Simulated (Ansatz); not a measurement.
**Caesium, simple cubic: HSE06 at the PBE geometry**

How do the levels change when part of the exchange is made exact, and what does it cost? Spin polarisation is left out. The cell comes from an earlier PBE relaxation. Exact exchange is dear, so the k-mesh is coarse, and PBE is run on the same mesh for comparison.

Computed with Ansatz 0.2.0 (DFT, plane waves (420 eV) with PBE-made PAW files, scalar-relativistic; functionals as named at each step, unless a step says otherwise).

## 1. The system as given

It takes space group Pm-3m (No. 221, cubic). The conventional cell has a = 5.034 Å, b = 5.034 Å, c = 5.034 Å, α = 90.00°, β = 90.00°, γ = 90.00°.

Structure file:

```xyz
1
Lattice="5.0345 0.0000 0.0000 0.0000 5.0345 0.0000 0.0000 0.0000 5.0345" Properties=species:S:1:pos:R:3 pbc="T T T"
Cs    0.0000    0.0000    0.0000
```

## 2. PBE, coarse mesh

The run with PBE.

Contents of input.yaml:

```yaml
crystal:
  lattice:
    - [5.0344776393, 0.0, 0.0]
    - [0.0, 5.0344776393, 0.0]
    - [0.0, 0.0, 5.0344776393]
  atoms:
    - { symbol: Cs, position: [0.0, 0.0, 0.0] }
hamiltonian:
  xc: pbe
  pseudopotentials:
    kind: paw
    azcp:
      Cs: "pseudopotentials/Cs.paw.azcp"
basis:
  ecutwfc: 420
  fft_grid_basis: typed
kpoints:
  mp_grid: { grid: [3, 3, 3], shift: [0, 0, 0] }
magnetization:
  spin_polarized: false
scf:
  occupations: { method: fermi_dirac, width: 0.1 }
```

Started as:

```console
$ ansatz run input.yaml --threads 4 --pin off --max-ram 8192MiB --backend cpu --events-out ev --progress --plain --runs-dir out
```

## 3. HSE06 on the coarse mesh

The run with HSE06.

input.yaml, as its differences from that of step 2:

```diff
@@ -8,3 +8,3 @@
 hamiltonian:
-  xc: pbe
+  xc: hse06
   pseudopotentials:
```

(Steps that only read results are left out.)

Before running it: what results should come out? Wanted: PBE: gap; HSE06: gap; HSE06: relative to bcc.

The runs gave:

| quantity | value |
| --- | --- |
| PBE: gap | none (levels filled in part) |
| HSE06: gap | none (levels filled in part) |
| HSE06: SCF cycles, exchange loops | 14, 2 |
| HSE06: CPU time over that of PBE | 19 |
| HSE06: relative to bcc | +92 meV/atom |

Both PBE and HSE06 leave levels filled in part. HSE06 cost 19 times the CPU time of PBE. HSE06 needed 2 outer loops of the exchange operator. To compare with dense-mesh energies, the change of PBE from this mesh and smearing to its dense run (-26.2 meV/atom, from a run not shown) is added. Under HSE06 it lies 92 meV/atom above bcc (computed apart in the same way); on such meshes a few tens of meV are uncertain for metals. The total energies in the logs cannot be compared from one functional to another.
